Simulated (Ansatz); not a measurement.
Runs of Ansatz 0.2.0 on MnO. Symmetry: Fm-3m, No. 225, cubic system. Conventional cell: a = 4.448 Å, b = 4.448 Å, c = 4.448 Å, α = 90.00°, β = 90.00°, γ = 90.00°. Mn (site symmetry m-3m) has 6 O at 2.22 Å as nearest neighbours. O (site symmetry m-3m) has 6 Mn at 2.22 Å as nearest neighbours. The cell is a database's computed one.

```tsv
level	U	gap on the mesh (eV)	pressure (GPa)	moment (μB)
PBEsol+U	Mn d U = 4 eV	none	2.8	5.00
PBEsol	-	none	-7.1	4.77
PBEsol+U	Mn d U = 2 eV	none	0.4	5.00
PBEsol+U	Mn d U = 8 eV	(a)	7.4	5.00
PBEsol+U	Mn d U = 6 eV	0.32	(b)	5.00
```

Alike in all rows: task density of states; potentials or basis all-electron LAPW, scalar-relativistic; spin collinear, ferromagnetic start; cell as given; k mesh 10 × 10 × 10; cutoff (eV) 324; smearing fermi-dirac 0.05 eV; basis error allowed 0.001 eV/atom.

Fill in the values left out.

(a) 0.54; (b) 5.2.

Caveats: a cell with one magnetic atom can't hold antiferromagnetic order, which such compounds often take; the magnetic state may not be the lowest (some runs); U is the effective U less J, on atomic orbitals that reach past the spheres (some runs); semilocal functionals often make such compounds metallic where correlation or magnetic order opens a gap, which also shifts bond lengths (some runs).

A k mesh can miss the band edges.

A gap of «none» marks a metal or a gap under the smearing width.

Runs at the PBE level aren't shown here.
